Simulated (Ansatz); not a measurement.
# Is this Be4Se stable against decomposition?

Method: DFT PBE, scalar-relativistic, plane waves, PAW in Ansatz. All cells share a 420 eV cutoff and Γ-centred k meshes spaced at most about 0.3 Å⁻¹ (about 0.25 or finer for metals, 2π included). No spin polarisation.

The zero of energy is the elements' standard structures at the same level; no fitted shifts are applied.

These are static total energies at zero pressure. The reference form of Se is held partly by dispersion forces, which this level lacks.

The competitors are the elements and 1 reference phase of this chemical system (from databases or known types: BeSe), relaxed at the same level; other known phases may be missing.

The candidate was reached from: OsCl4 type (Cmmm).

```cif
data_structure
_symmetry_space_group_name_H-M 'Cmmm'
_symmetry_Int_Tables_number 65
_cell_length_a 5.3557
_cell_length_b 6.7177
_cell_length_c 3.4575
_cell_angle_alpha 90.000
_cell_angle_beta 90.000
_cell_angle_gamma 90.000
_cell_volume 124.40
loop_
_atom_site_label
_atom_site_type_symbol
_atom_site_symmetry_multiplicity
_atom_site_Wyckoff_symbol
_atom_site_fract_x
_atom_site_fract_y
_atom_site_fract_z
_atom_site_occupancy
Be1 Be 4 h 0.67956 0.00000 0.50000 1
Be2 Be 4 i 0.50000 0.84198 0.00000 1
Se1 Se 2 a 0.00000 0.00000 0.00000 1
```

The lowest competing mixture at this composition:

| phase | space group | source | share of atoms | ΔE_f (eV/atom) |
| --- | --- | --- | --- | --- |
| Be | - | element | 0.6000 | 0.000 |
| BeSe | F-43m (No. 216) | COD | 0.4000 | -0.797 |

Problem. What are the hull's energy here, the candidate's formation energy and its margin?

Solution. The hull lies at -0.319 eV/atom, the weighted sum of the last column. The candidate has 0.472 eV/atom, which is 0.79 eV/atom above it. The candidate matches no cell in the subsets of the Crystallography Open Database and the Materials Project at hand. The margin is far too high for a likely synthesis.
